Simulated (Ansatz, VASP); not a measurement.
Mg: VASP beside Ansatz

INCAR

```
ALGO = Fast ; EDIFF = 1E-7
ENCUT = 520 ; GGA = PE
ISIF = 2 ; ISMEAR = 0
LASPH = T ; LCHARG = F
LREAL = F ; LWAVE = F
NBANDS = 7 ; NELM = 100
PREC = Accurate ; SIGMA = 0.15
```

File KPOINTS:

```
k-points
0
Gamma
  18 18 18
```

Contents of POSCAR:

```
Mg
1.0
   -1.8784000000      1.8784000000      1.7730500000
    1.8784000000     -1.8784000000      1.7730500000
    1.8784000000      1.8784000000     -1.7730500000
Mg
1
Direct
    0.0000000000      0.0000000000      0.0000000000
```

Input for Ansatz:

```yaml
crystal:
  lattice:
    - [-1.8784, 1.8784, 1.77305]
    - [1.8784, -1.8784, 1.77305]
    - [1.8784, 1.8784, -1.77305]
  atoms:
    - { symbol: Mg, position: [0.0, 0.0, 0.0] }
basis:
  ecutwfc: 520.0
kpoints:
  mp_grid: { grid: [18, 18, 18] }
hamiltonian:
  xc: pbe
  pseudopotentials: { kind: paw }
scf:
  occupations: { method: gaussian, width: 0.15 }
output:
  forces: true
  stress: true
  eigenvalues: true
```

Alike in both runs: task single point; functional PBE; k mesh 18 × 18 × 18; occupations gaussian, width 0.15 eV; no spin polarisation.

```csv
,VASP,Ansatz
version,VASP 6.6.1,Ansatz 0.2.0
potentials or method,"VASP PAW PBE potentials, release 64 (Mg)","scalar-relativistic, plane waves, PAW"
plane-wave cutoff (eV),520,520
valence electrons in the cell,2,10
```

```tsv
	VASP	Ansatz	Ansatz less VASP
gap on the k mesh at the Fermi level (eV)	none	none	-
pressure (GPa)	-2.7	-2.5	+0.12
```

A gap of «none» marks a metal or a gap that the smearing closes. The two sets of potentials don't hold the same shells in valence.
